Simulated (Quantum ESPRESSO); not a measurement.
Input of a Quantum ESPRESSO 7.5 run:

File scf.in:

```
&CONTROL
  calculation = 'scf'
  prefix = 'pwscf'
  outdir = './tmp'
  pseudo_dir = './pseudo'
/
&SYSTEM
  ibrav = 0
  nat = 2
  ntyp = 2
  ecutwfc = 80
  nbnd = 26
  occupations = 'smearing'
  smearing = 'fd'
  degauss = 0.00367493
  force_symmorphic = .true.
/
&ELECTRONS
  conv_thr = 4d-10
  electron_maxstep = 120
  mixing_beta = 0.5
/
ATOMIC_SPECIES
Hg   200.5920 Hg.upf
Te   127.6000 Te.upf
CELL_PARAMETERS angstrom
   0.0000000000    3.2145000000    3.2145000000
   3.2145000000    0.0000000000    3.2145000000
   3.2145000000    3.2145000000    0.0000000000
ATOMIC_POSITIONS crystal
Hg     0.0000000000    0.0000000000    0.0000000000
Te     0.7500000000    0.7500000000    0.7500000000
K_POINTS automatic
10 10 10 0 0 0
```

nscf.in

```
&CONTROL
  calculation = 'nscf'
  prefix = 'pwscf'
  outdir = './tmp'
  pseudo_dir = './pseudo'
/
&SYSTEM
  ibrav = 0
  nat = 2
  ntyp = 2
  ecutwfc = 80
  nbnd = 48
  occupations = 'smearing'
  smearing = 'fd'
  degauss = 0.00367493
  force_symmorphic = .true.
/
&ELECTRONS
  conv_thr = 1d-08
  diago_full_acc = .true.
  diago_thr_init = 1d-06
/
ATOMIC_SPECIES
Hg   200.5920 Hg.upf
Te   127.6000 Te.upf
CELL_PARAMETERS angstrom
   0.0000000000    3.2145000000    3.2145000000
   3.2145000000    0.0000000000    3.2145000000
   3.2145000000    3.2145000000    0.0000000000
ATOMIC_POSITIONS crystal
Hg     0.0000000000    0.0000000000    0.0000000000
Te     0.7500000000    0.7500000000    0.7500000000
K_POINTS automatic
10 10 10 0 0 0
```

Potentials or basis: PseudoDojo 0.4.1 SR PBE standard.

Command:

```console
$ OMP_NUM_THREADS=1 pw.x -in scf.in > scf.out
$ OMP_NUM_THREADS=1 pw.x -in nscf.in > nscf.out
```

**Question.** Predict the band gap on the k mesh, mean-field level.

**Answer.** None (metal or under the smearing width).

Spin-orbit coupling is left out, which matters for the levels of Hg, Te.
